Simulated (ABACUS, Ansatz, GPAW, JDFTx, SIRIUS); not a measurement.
# Fitting the PBEsol energy curve of FeO

It takes space group Fm-3m (No. 225, cubic). The conventional cell has a = 4.311 Å, b = 4.311 Å, c = 4.311 Å, α = 90.00°, β = 90.00°, γ = 90.00°. Fe (site symmetry m-3m) has 6 O at 2.16 Å as nearest neighbours. O (site symmetry m-3m) has 6 Fe at 2.16 Å as nearest neighbours.

The cell was scaled at fixed shape and fractions and run with SIRIUS, all-electron FP-LAPW, apw+lo standard; PBEsol, k mesh 11 × 11 × 11 on the cell of 2 atoms, fermi-dirac occupations of 0.05 eV, collinear spin, ferromagnetic start, no spin-orbit coupling. Energies are those that the program minimises, any entropy of the smearing included. For a metal such a mesh isn't converged to the digits shown. The magnetic state is the one that the start led to, which needn't be the lowest.

```tsv
V (Å³/atom)	energy over the lowest row (meV/atom)
9.4126	1.15
9.6129	0.00
9.8132	3.90
10.0134	12.64
10.2137	25.52
10.4140	?
10.6143	62.24
```

Problem. Fit the third-order Birch-Murnaghan form, give V0, B0 and B′, and predict the energy left open.

Solution. With y = (V0/V)^(2/3), E = E0 + (9 V0 B0/16) [(y - 1)³ B′ + (y - 1)² (6 - 4y)]. Least squares through the rows shown give V0 = 9.5565 Å³/atom, E0 = -0.26 meV, B0 = 204.7 GPa (1 eV/Å³ = 160.218 GPa) and B′ = 4.12, with a largest miss of 0.05 meV. At V = 10.4140 the form with these constants gives 42.18 meV; the run gave 42.26 meV an atom. Other set-ups at this level, from all their volumes (Å³/atom, GPa): ABACUS, PseudoDojo NC SR 0.4.1 PBEsol standard, plane waves: V0 9.537, B0 209.1; GPAW, PAW data sets generated for this functional: V0 9.692, B0 210.1; JDFTx, PseudoDojo-SR-PBEsol-0.4.1-standard with smoothed tails: V0 9.538, B0 208.9; Ansatz, all-electron LAPW, scalar-relativistic: V0 9.566, B0 208.
